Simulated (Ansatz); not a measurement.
Reaction (formal exchange of groups at a B–O bond): `BOC(C)=O` + `COCO` → `BCOCO` + `CC(=O)O`

Program: Ansatz. Geometries: PBE0-D4/def2-TZVP. ΔE: electronic, gas phase. CCSD(T)/CBS is the MP2 limit (def2-TZVPP, def2-QZVPP) plus CCSD(T) − MP2 in def2-TZVPP, frozen cores. This one scheme is used for every species. Functionals use def2-TZVPP. B3LYP here is the variant with VWN-RPA as its local correlation; programs differ in this. Each species was taken in one conformer, which may not be the lowest.

`BOC(C)=O`:

Cartesian coordinates in Å:
```
B 0.951 1.745 -0.335
O 0.186 0.644 -0.591
C 0.253 -0.495 0.181
C -1.036 -1.245 0.136
O 1.242 -0.820 0.758
H 0.884 2.616 -1.148
H 1.600 1.812 0.663
H -1.847 -0.608 0.496
H -0.964 -2.145 0.741
H -1.268 -1.503 -0.900
```

`COCO`:

Cartesian coordinates in Å:
```
C 0.822 -1.009 0.325
O 0.059 0.045 0.868
C -0.869 0.570 -0.025
O -0.288 1.249 -1.100
H 1.499 -1.352 1.107
H 0.176 -1.843 0.020
H 1.405 -0.681 -0.541
H -1.507 1.229 0.573
H -1.473 -0.226 -0.477
H 0.175 2.016 -0.750
```

`BCOCO`:

Cartesian coordinates in Å:
```
B 1.336 -1.673 -0.433
C 0.211 -0.772 0.119
O -0.137 0.319 -0.708
C -1.070 1.177 -0.133
O -0.570 1.880 0.967
H 1.618 -2.654 0.193
H 1.933 -1.407 -1.432
H 0.554 -0.420 1.111
H -0.680 -1.385 0.351
H -1.385 1.850 -0.937
H -1.935 0.619 0.249
H 0.126 2.465 0.653
```

`CC(=O)O`:

```xyz
8

C    -0.080   -0.745    0.600
C     0.297    0.461   -0.199
O     1.300    1.108   -0.068
O    -0.641    0.761   -1.117
H    -1.032   -0.571    1.105
H    -0.217   -1.600   -0.065
H     0.697   -0.958    1.329
H    -0.324    1.545   -1.586
```

```json
{"level": "PBE-D4", "ΔE (kJ/mol)": "96.3", "difference from CCSD(T)/CBS": "-10.8"}
{"level": "ωB97X-V", "ΔE (kJ/mol)": "102.8", "difference from CCSD(T)/CBS": "-4.3"}
{"level": "r2SCAN", "ΔE (kJ/mol)": "101.0", "difference from CCSD(T)/CBS": "-6.1"}
{"level": "PBE0", "ΔE (kJ/mol)": "97.9", "difference from CCSD(T)/CBS": "-9.2"}
{"level": "B3LYP", "ΔE (kJ/mol)": "106.4", "difference from CCSD(T)/CBS": "-0.7"}
{"level": "HF/def2-TZVPP", "ΔE (kJ/mol)": "113.9", "difference from CCSD(T)/CBS": "6.8"}
{"level": "CCSD/def2-TZVPP", "ΔE (kJ/mol)": "108.5", "difference from CCSD(T)/CBS": "1.4"}
{"level": "HF/def2-QZVPP", "ΔE (kJ/mol)": "115.1", "difference from CCSD(T)/CBS": "8.0"}
{"level": "SCS-MP2/def2-QZVPP", "ΔE (kJ/mol)": "110.8", "difference from CCSD(T)/CBS": "3.7"}
{"level": "MP2/CBS(def2)", "ΔE (kJ/mol)": "107.1", "difference from CCSD(T)/CBS": "0.0"}
{"level": "CCSD(T)/CBS", "ΔE (kJ/mol)": "107.1", "difference from CCSD(T)/CBS": "0"}
```

Largest T1 diagnostic among the species: 0.015.

In def2-TZVPP, CCSD(T) changes the Hartree–Fock value by −5.1 kJ/mol (the triples alone add +0.3 kJ/mol) and MP2 by −5.1 kJ/mol.

CCSD(T)/CBS has its own doubt, a few kJ/mol and more with outer-core shells, so smaller differences from it don't rank the levels.
